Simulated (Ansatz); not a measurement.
# BP: the cost of one run

Method: DFT PBEsol, scalar-relativistic, plane waves, PAW, in Ansatz 0.2.0.

1 further run of the same task is left out (set aside as unsound or not needed).

**1. The structure to begin with**

Symmetry: F-43m, No. 216, cubic system. Conventional cell: a = 4.520 Å, b = 4.520 Å, c = 4.520 Å, α = 90.00°, β = 90.00°, γ = 90.00°. Around B (site symmetry -43m) lie 4 P at 1.96 Å. P (site symmetry -43m) has 4 B at 1.96 Å as nearest neighbours.

Structure file:

```
CELL_PARAMETERS angstrom
0.00000 2.26009 2.26009
2.26009 0.00000 2.26009
2.26009 2.26009 0.00000
ATOMIC_POSITIONS crystal
B 0.00000 0.00000 0.00000
P 0.25000 0.25000 0.25000
```

It is the result of an earlier relaxation at this level (volume 11.54 Å³/atom; gap on the mesh: 1.12 eV).

**2. Building the linear chain**

A free-standing chain of the crystal's atoms, periodic along c. Atoms and period relax; energies count from the bulk, -446.7946 eV an atom.

The cell holds 1 B, 1 P: a = 9.000 Å, b = 9.300 Å, c = 3.523 Å, α = 90.00°, β = 90.00°, γ = 90.00°.

**3. The relaxation run**

Pressure and volume refer to the whole cell with its vacuum; only the period along c may change.

The input, input.yaml:

```yaml
crystal:
  lattice:
    - [9.0, 0.0, 0.0]
    - [0.0, 9.3, 0.0]
    - [0.0, 0.0, 3.5231259658]
  atoms:
    - { symbol: B, position: [0.5, 0.5, 0.0], spin: 0.5 }
    - { symbol: P, position: [0.5, 0.5, 0.5], spin: 0.5 }
basis:
  ecutwfc: 420
kpoints:
  mp_grid: { grid: [1, 1, 18] }
hamiltonian:
  xc: pbesol
scf:
  occupations: { method: gaussian, width: 0.05 }
output:
  forces: true
  stress: true
  eigenvalues: true
  populations: true
  write_density: true
  write_potential: true
  elf: true
  volumetric_format: npy
magnetization:
  spin_polarized: true
relax:
  adjacent_minimum: "off"
  f_tol: 0.01
  max_steps: 45
  cell: { fix: [a, b, alpha, beta, gamma], stress_tol: 0.03 }
```

Command:

```sh
> ansatz run input.yaml --threads 2 --pin off --max-ram 5120MiB --backend cpu --events-out ev --progress --plain --runs-dir out
```

**Question.** How long does this run take on 2 threads of Arm Neoverse V2, shared host, and how much memory does it need?

About 14 s, with a peak of 0.46 GiB.
